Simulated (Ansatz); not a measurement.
Sn under changes of volume

One of the cells (27.205 Å³/atom); the others are scaled copies at fixed shape and fractional positions:

```
Sn
1.0
    -1.89465    1.89465    1.89465
     1.89465   -1.89465    1.89465
     1.89465    1.89465   -1.89465
Sn
1
Direct
  0.00000 0.00000 0.00000
```

This isn't the form of Sn at room conditions, which is tetragonal (white tin).

| Item | Value |
| --- | --- |
| Program | Ansatz 0.2.0 |
| Functional | PBE0 |
| Potentials or basis | Ansatz PAW |
| Cutoff | 420 eV (not typed: the program's choice for these potentials) |
| k mesh | 6 × 6 × 6 |
| Occupations | fermi-dirac, width 0.05 eV |
| Spin | no spin polarisation |

```csv
volume (Å³/atom),energy over the lowest point (meV/atom),pressure (GPa)
25.573,9.85,2.9
26.117,2.65,1.4
26.661,0.00,0.2
27.205,1.46,-1.0
27.749,6.54,-2.0
28.293,?,?
28.837,26.03,-3.7
```

**Question.** What does the run at 28.293 Å³/atom give?

**Answer.** Energy over the lowest point 14.85 meV/atom; pressure -2.9 GPa.

Worked out: A Birch-Murnaghan fit of order 3 (a polynomial in V^(-2/3)) to the other rows has its minimum at 26.73 Å³/atom with B0 = V·E''(V) = 58 GPa and B' = 4.7. It gives 14.85 meV/atom at 28.293 Å³/atom, against the run's 14.85, and -dE/dV = -2.9 GPa, against -2.9.

Energies are extrapolated to zero smearing.

Caveats: all runs use coarse meshes; the PAW data sets come from PBE, with cores solved anew for the run's functional, which leaves a small shift of forces and pressure; the thresholds are loose for stress.
